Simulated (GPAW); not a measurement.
Ru:

```
CELL_PARAMETERS angstrom
2.70580 0.00000 0.00000
-1.35290 2.34329 0.00000
0.00000 0.00000 4.28190
ATOMIC_POSITIONS crystal
Ru 0.66667 0.33333 0.75000
Ru 0.33333 0.66667 0.25000
```

Base run:

```yaml
Program: GPAW 26.7.0
Functional: PBE
Potentials_or_basis: GPAW PAW data sets (gpaw-data 1.2.1)
Cutoff: 600 eV
Basis: pw
k_mesh: 11 × 11 × 6
Occupations: gaussian, width 0.012 eV
Spin: no spin polarisation
```

Its results: pressure 3.6 GPa.

Question: The run is repeated on the same cell with these changes: functional from PBE to r2SCAN; occupations from gaussian, width 0.012 eV to fermi-dirac, width 0.05 eV. What comes out?

Answer: Pressure -0.3 GPa.

Caveats: the PAW data sets were made with another functional, which shifts forces and pressure a little (some runs).
